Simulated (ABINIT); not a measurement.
Here is an ABINIT 10.8.3 (patched build) calculation.

File run.abi:

```
# Datasets
ndtset 3

# Pseudopotentials
pp_dirpath "./"
pseudos "Sb.upf"

# Structure
acell 3*1.0
rprim
     0.0000000000     4.4809989409     4.4809989409
     4.4809989409     0.0000000000     4.4809989409
     4.4809989409     4.4809989409     0.0000000000
ntypat 1
znucl 51
natom 1
typat 1
xred
            0.0            0.0            0.0

# Plane-wave basis
ecut 1088.455450 eV

# k points
ngkpt 6 6 6
nshiftk 4
shiftk
     0.5000000000     0.5000000000     0.5000000000
     0.5000000000     0.0000000000     0.0000000000
     0.0000000000     0.5000000000     0.0000000000
     0.0000000000     0.0000000000     0.5000000000
istwfk *1

# Exchange and correlation
ixc 7

# Bands and occupations
occopt 3
tsmear 0.05 eV

# SCF cycle
nstep 80

# Output
iomode 3
prteig 0
prtebands 0

# Dataset 1: ground state
nband1 12
tolvrs1 1.0e-12
prtden1 1
prtwf1 0
kptopt1 1

# Dataset 2: empty bands at fixed density
iscf2 -3
getden2 1
nband2 24
nbdbuf2 4
tolwfr2 1.0e-12
nstep2 120
prtden2 0
kptopt2 1

# Dataset 3: wave functions and velocity matrix elements in the full zone
optdriver3 8
wfk_task3 "wfk_optics_fullbz"
getwfk3 2
nband3 20
kptopt3 1
prtevk3 1
inclvkb3 2
```

optic.abi

```
&FILES
 ddkfile_1 = 'runo_DS3_1_EVK.nc',
 ddkfile_2 = 'runo_DS3_2_EVK.nc',
 ddkfile_3 = 'runo_DS3_3_EVK.nc',
 wfkfile = 'runo_DS3_WFK.nc'
/
&PARAMETERS
 broadening = 0.007350,
 domega = 0.002,
 maxomega = 0.8,
 scissor = 0.000000,
 tolerance = 0.002
/
&COMPUTATIONS
 num_lin_comp = 1,
 lin_comp = 11,
 num_nonlin_comp = 0
/
```

Potentials or basis: PseudoDojo NC SR LDA v0.4.1 standard.

Launch:

```console
$ abinit run.abi > log 2>&1
$ optic optic.abi > optic.log 2>&1
```

Estimate the pressure.

-2.2 GPa.

Dielectric function (mean over the directions given):
| energy (eV) | real part | imaginary part |
| --- | --- | --- |
| 0.33 | 20.20 | 0.97 |
| 0.98 | 25.09 | 5.86 |
| 1.63 | 15.88 | 18.88 |
| 2.29 | -5.82 | 33.11 |
| 2.94 | -8.30 | 6.13 |
| 3.70 | -4.34 | 5.63 |
| 4.35 | -4.00 | 2.97 |
| 5.01 | -1.56 | 1.73 |
| 5.66 | 0.42 | 2.49 |
| 6.31 | -2.13 | 1.81 |
| 7.08 | -0.57 | 0.81 |
| 7.73 | -0.30 | 1.14 |
| 8.38 | 0.29 | 0.73 |
| 9.03 | 0.43 | 1.93 |
| 9.69 | -0.35 | 1.11 |
| 10.45 | -0.05 | 0.69 |
| 11.10 | -0.07 | 0.67 |
| 11.76 | 0.25 | 0.38 |
| 12.41 | 0.32 | 0.52 |
| 13.06 | 0.32 | 0.51 |
| 13.82 | 0.47 | 0.24 |
| 14.48 | 0.64 | 0.40 |
| 15.13 | 0.38 | 0.48 |
| 15.78 | 0.43 | 0.19 |
| 16.44 | 0.60 | 0.12 |
| 17.20 | 0.66 | 0.14 |
| 17.85 | 0.75 | 0.12 |
| 18.50 | 0.72 | 0.16 |
| 19.16 | 0.74 | 0.16 |
| 19.92 | 0.78 | 0.08 |

Caveat: the intraband (Drude) term is left out; spectra need much finer meshes, so this one isn't converged; independent-particle spectra lack excitons. Spin-orbit coupling is left out, which matters for the levels of Sb.
